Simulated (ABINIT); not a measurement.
# Nb (Im-3m) in ABINIT: a series of runs

One crystal, Nb, is run at these levels: PBE; tasks: equation of state.

Program: ABINIT 10.8.3 (patched build). These are calculated values, not measurements. Logs are shortened: lines on timing, memory, paths and dates and some standing lists are left out, and cuts for length are marked. The log counts tension as positive stress, the text compression.

**Measured values to compare with.**

“Pressure effects on the electronic structure and superconductivity of (TaNb)0.67(HfZrTi)0.33 high entropy alloy”, 2019, arxiv:1910.08312 quotes, for a bulk crystal of Nb: bulk modulus 169 GPa.

The results are compared with them further down.

## 1. The crystal as given

The structure is cubic, space group Im-3m (No. 229). Conventional cell: a = 3.328 Å, b = 3.328 Å, c = 3.328 Å, α = 90.00°, β = 90.00°, γ = 90.00°. Around Nb (site symmetry m-3m) lie 8 Nb at 2.88 Å.

## 2. Equation of state, PBE

run.abi reads:

```
ndtset 7
getwfk -1
scalecart1 3*0.9795861087
scalecart2 3*0.9864848297
scalecart3 3*0.9932883884
scalecart4 3*1.0000000000
scalecart5 3*1.0066227096
scalecart6 3*1.0131594038
scalecart7 3*1.0196128224

pp_dirpath "./"
pseudos "Nb.upf"

acell 5.4462775076 5.4462775076 5.4462775076
rprim
    -0.5773502692     0.5773502692     0.5773502692
     0.5773502692    -0.5773502692     0.5773502692
     0.5773502692     0.5773502692    -0.5773502692
ntypat 1
znucl 41
natom 1
typat 1
xred
     0.0000000000     0.0000000000     0.0000000000

ecut 41.0

kptopt 1
ngkpt 11 11 11
nshiftk 1
shiftk 0.0 0.0 0.0

ixc 11

nband 11
occopt 3
tsmear 0.05 eV

nstep 100
tolvrs 1.0e-10

iomode 3
prtwf 1
prtden 0
prteig 0
prtebands 0
```

Potentials or basis: PseudoDojo NC SR PBE v0.5 stringent.

Launch:

```
> abinit run.abi > log 2>&1
```

run.abo:

```text
.Version 10.8.3 of ABINIT
 DATASET    1 : space group Im -3 m (#229); Bravais cI (body-center cubic)
================================================================================
 Values of the parameters that define the memory need for DATASET  1.
     intxc =       0    ionmov =       0      iscf =       7    lmnmax =       6
     lnmax =       6     mgfft =      32  mpssoang =       3    mqgrid =    3001
     natom =       1  nloc_mem =       1    nspden =       1   nspinor =       1
    nsppol =       1      nsym =      48    n1xccc =    2501    ntypat =       1
    occopt =       3   xclevel =       2
       mpw =        1490          nfft =       32768          nkpt =          56
================================================================================
================================================================================
[... 61 lines left out ...]
 DATASET    7 : space group Im -3 m (#229); Bravais cI (body-center cubic)
================================================================================
 Values of the parameters that define the memory need for DATASET  7.
     intxc =       0    ionmov =       0      iscf =       7    lmnmax =       6
     lnmax =       6     mgfft =      32  mpssoang =       3    mqgrid =    3001
     natom =       1  nloc_mem =       1    nspden =       1   nspinor =       1
    nsppol =       1      nsym =      48    n1xccc =    2501    ntypat =       1
    occopt =       3   xclevel =       2
       mpw =        1674          nfft =       32768          nkpt =          56
================================================================================
================================================================================

--------------------------------------------------------------------------------
------------- Echo of variables that govern the present computation ------------
--------------------------------------------------------------------------------
 -outvars: echo values of preprocessed input variables --------
            acell      5.4462775076E+00  5.4462775076E+00  5.4462775076E+00 Bohr
              amu      9.29063800E+01
             ecut      4.10000000E+01 Hartree
           getwfk          -1
                       outvar_i_n : Printing only first  50 k-points.
              ixc          11
           jdtset        1    2    3    4    5    6    7
                       outvar_i_n : Printing only first  50 k-points.
         kptrlatt       11    0    0      0   11    0      0    0   11
          kptrlen1     5.86860757E+01
          kptrlen2     5.90993715E+01
          kptrlen3     5.95069663E+01
          kptrlen4     5.99090526E+01
          kptrlen5     6.03058128E+01
          kptrlen6     6.06974200E+01
          kptrlen7     6.10840382E+01
            natom           1
            nband          11
           ndtset           7
            ngfft          32      32      32
             nkpt          56
            nstep         100
             nsym          48
           ntypat           1
                       prtocc : prtvol=0, do not print more k-points.
           occopt           3
           prtden           0
        prtebands           0
           prteig           0
            rprim1    -5.6556430356E-01  5.6556430356E-01  5.6556430356E-01
                       5.6556430356E-01 -5.6556430356E-01  5.6556430356E-01
                       5.6556430356E-01  5.6556430356E-01 -5.6556430356E-01
            rprim2    -5.6954728199E-01  5.6954728199E-01  5.6954728199E-01
                       5.6954728199E-01 -5.6954728199E-01  5.6954728199E-01
                       5.6954728199E-01  5.6954728199E-01 -5.6954728199E-01
            rprim3    -5.7347531844E-01  5.7347531844E-01  5.7347531844E-01
                       5.7347531844E-01 -5.7347531844E-01  5.7347531844E-01
                       5.7347531844E-01  5.7347531844E-01 -5.7347531844E-01
            rprim4    -5.7735026920E-01  5.7735026920E-01  5.7735026920E-01
                       5.7735026920E-01 -5.7735026920E-01  5.7735026920E-01
                       5.7735026920E-01  5.7735026920E-01 -5.7735026920E-01
            rprim5    -5.8117389237E-01  5.8117389237E-01  5.8117389237E-01
                       5.8117389237E-01 -5.8117389237E-01  5.8117389237E-01
                       5.8117389237E-01  5.8117389237E-01 -5.8117389237E-01
            rprim6    -5.8494785453E-01  5.8494785453E-01  5.8494785453E-01
                       5.8494785453E-01 -5.8494785453E-01  5.8494785453E-01
                       5.8494785453E-01  5.8494785453E-01 -5.8494785453E-01
            rprim7    -5.8867373749E-01  5.8867373749E-01  5.8867373749E-01
                       5.8867373749E-01 -5.8867373749E-01  5.8867373749E-01
                       5.8867373749E-01  5.8867373749E-01 -5.8867373749E-01
          spgroup         229
           tolvrs      1.00000000E-10
           tsmear      1.83746611E-03 Hartree
            typat      1
                       outvars : Printing only first  50 k-points.
            znucl       41.00000

================================================================================

 chkinp: Checking input parameters for consistency, jdtset=   1.

 chkinp: Checking input parameters for consistency, jdtset=   2.

 chkinp: Checking input parameters for consistency, jdtset=   3.

 chkinp: Checking input parameters for consistency, jdtset=   4.
[... 22 lines left out ...]
 Real(R)+Recip(G) space primitive vectors, cartesian coordinates (Bohr,Bohr^-1):
 R(1)= -3.0802201  3.0802201  3.0802201  G(1)=  0.0000000  0.1623261  0.1623261
 R(2)=  3.0802201 -3.0802201  3.0802201  G(2)=  0.1623261  0.0000000  0.1623261
 R(3)=  3.0802201  3.0802201 -3.0802201  G(3)=  0.1623261  0.1623261  0.0000000
 Unit cell volume ucvol=  1.1689751E+02 bohr^3
 Angles (23,13,12)=  1.09471221E+02  1.09471221E+02  1.09471221E+02 degrees

 getcut: wavevector=  0.0000  0.0000  0.0000  ngfft=  32  32  32
         ecut(hartree)=     41.000   => boxcut(ratio)=   2.08293

--- Pseudopotential description ------------------------------------------------
- pspini: atom type   1  psp file is ./Nb.upf
12 -101130 2 -1 1680                          pspcod,pspxc,lmax,lloc,mmax
     nproj     2     2     2

   2.04165821E+02                                ecore*ucvol(ha*bohr**3)
--------------------------------------------------------------------------------

================================================================================

--- !BeginCycle
iteration_state: {dtset: 1, }
solver: {iscf: 7, nstep: 100, nline: 4, wfoptalg: 0, }
tolerances: {tolvrs: 1.00E-10, }
...

     iter   Etot(hartree)      deltaE(h)  residm     vres2
 ETOT  1  -62.256326446694    -6.226E+01 1.363E-01 7.638E+01
 ETOT  2  -62.283109938611    -2.678E-02 8.615E-03 1.062E+01
 ETOT  3  -62.285045596208    -1.936E-03 3.132E-03 2.121E-03
 ETOT  4  -62.285046640084    -1.044E-06 6.346E-03 3.663E-05
 ETOT  5  -62.285046645716    -5.632E-09 4.468E-03 3.018E-07
 ETOT  6  -62.285046645763    -4.731E-11 1.115E-03 1.399E-10
 ETOT  7  -62.285046645761     2.316E-12 4.500E-04 4.263E-12
[... 939 lines left out ...]
 Cartesian components of stress tensor (hartree/bohr^3)
  sigma(1 1)=  3.60172290E-04  sigma(3 2)=  0.00000000E+00
  sigma(2 2)=  3.60172290E-04  sigma(3 1)=  0.00000000E+00
  sigma(3 3)=  3.60172290E-04  sigma(2 1)=  0.00000000E+00

-Cartesian components of stress tensor (GPa)         [Pressure= -1.0597E+01 GPa]
- sigma(1 1)=  1.05966346E+01  sigma(3 2)=  0.00000000E+00
- sigma(2 2)=  1.05966346E+01  sigma(3 1)=  0.00000000E+00
- sigma(3 3)=  1.05966346E+01  sigma(2 1)=  0.00000000E+00

== END DATASET(S) ==============================================================
================================================================================

 -outvars: echo values of variables after computation  --------
            acell      5.4462775076E+00  5.4462775076E+00  5.4462775076E+00 Bohr
           etotal1    -6.2285046646E+01
           etotal2    -6.2285670352E+01
           etotal3    -6.2285962925E+01
           etotal4    -6.2285949809E+01
           etotal5    -6.2285656429E+01
           etotal6    -6.2285106790E+01
           etotal7    -6.2284324043E+01
            fcart1    -0.0000000000E+00 -0.0000000000E+00 -0.0000000000E+00
            fcart2    -0.0000000000E+00 -0.0000000000E+00 -0.0000000000E+00
            fcart3    -0.0000000000E+00 -0.0000000000E+00 -0.0000000000E+00
            fcart4    -0.0000000000E+00 -0.0000000000E+00 -0.0000000000E+00
            fcart5    -0.0000000000E+00 -0.0000000000E+00 -0.0000000000E+00
            fcart6    -0.0000000000E+00 -0.0000000000E+00 -0.0000000000E+00
            fcart7    -0.0000000000E+00 -0.0000000000E+00 -0.0000000000E+00
            rprim1    -5.6556430356E-01  5.6556430356E-01  5.6556430356E-01
                       5.6556430356E-01 -5.6556430356E-01  5.6556430356E-01
                       5.6556430356E-01  5.6556430356E-01 -5.6556430356E-01
            rprim2    -5.6954728199E-01  5.6954728199E-01  5.6954728199E-01
                       5.6954728199E-01 -5.6954728199E-01  5.6954728199E-01
                       5.6954728199E-01  5.6954728199E-01 -5.6954728199E-01
            rprim3    -5.7347531844E-01  5.7347531844E-01  5.7347531844E-01
                       5.7347531844E-01 -5.7347531844E-01  5.7347531844E-01
[... 9 lines left out ...]
                       5.8494785453E-01  5.8494785453E-01 -5.8494785453E-01
            rprim7    -5.8867373749E-01  5.8867373749E-01  5.8867373749E-01
                       5.8867373749E-01 -5.8867373749E-01  5.8867373749E-01
                       5.8867373749E-01  5.8867373749E-01 -5.8867373749E-01
           strten1    -3.1927027502E-04 -3.1927027502E-04 -3.1927027502E-04
                       0.0000000000E+00  0.0000000000E+00  0.0000000000E+00
           strten2    -1.8063069037E-04 -1.8063069037E-04 -1.8063069037E-04
                       0.0000000000E+00  0.0000000000E+00  0.0000000000E+00
           strten3    -5.2753877127E-05 -5.2753877127E-05 -5.2753877127E-05
                       0.0000000000E+00  0.0000000000E+00  0.0000000000E+00
           strten4     6.4991425583E-05  6.4991425583E-05  6.4991425583E-05
                       0.0000000000E+00  0.0000000000E+00  0.0000000000E+00
           strten5     1.7279339700E-04  1.7279339700E-04  1.7279339700E-04
                       0.0000000000E+00  0.0000000000E+00  0.0000000000E+00
           strten6     2.7101905036E-04  2.7101905036E-04  2.7101905036E-04
                       0.0000000000E+00  0.0000000000E+00  0.0000000000E+00
           strten7     3.6017228955E-04  3.6017228955E-04  3.6017228955E-04
                       0.0000000000E+00  0.0000000000E+00  0.0000000000E+00
 Calculation completed.
```

Wall time 1.9 min (1 thread of Arm Neoverse V1, shared host); peak memory 0.11 GiB.

What came out:

* Equilibrium volume: 18.23 Å³/atom
* Bulk modulus: 171 GPa
* Pressure derivative of the bulk modulus: 3.3

Energy against volume, from the lowest point:
```
volume (Å³/atom)  energy (meV/atom)
          17.322              24.93
          17.691               7.96
          18.060               0.00
          18.428               0.36
          18.797               8.34
          19.165              23.30
          19.534              44.60
```

Caveat: pressures at fixed basis lie under the slope of the energies.

## 3. Equation of state, PBE

run.abi, as its differences from that of step 2:

```diff
@@ -11,3 +11,3 @@
 pp_dirpath "./"
-pseudos "Nb.upf"
+pseudos "Nb_ONCV_PBE-1.2.upf"
```

Potentials or basis: SG15 NC PBE v1.2.

Launch:

```
> abinit run.abi > log 2>&1
```

Run time: 1.9 min. Hardware: 1 thread of Arm Neoverse V1, shared host; peak memory 0.11 GiB.

It converged, with:

* Equilibrium volume: 18.23 Å³/atom
* Bulk modulus: 172 GPa
* Pressure derivative of the bulk modulus: 3.3

Energy against volume, from the lowest point:
```
volume (Å³/atom)  energy (meV/atom)
          17.322              25.16
          17.691               8.08
          18.060               0.00
          18.428               0.29
          18.797               8.20
          19.165              23.10
          19.534              44.37
```

Caveat: pressures at fixed basis lie under the slope of the energies.

## 4. Comparison with measurements

Step 2. Against the measured bulk modulus of Nb, 169 GPa (quoted in “Pressure effects on the electronic structure and superconductivity of (TaNb)0.67(HfZrTi)0.33 high entropy alloy”, 2019, arxiv:1910.08312), the calculated 171 GPa is off by +1.4 %. The fit is for a static lattice scaled at fixed shape and fixed fractional positions.

Step 3. Measured bulk modulus of Nb: 169 GPa (quoted in “Pressure effects on the electronic structure and superconductivity of (TaNb)0.67(HfZrTi)0.33 high entropy alloy”, 2019, arxiv:1910.08312). This calculation gives 172 GPa (+1.6 %). The fit is for a static lattice scaled at fixed shape and fixed fractional positions.
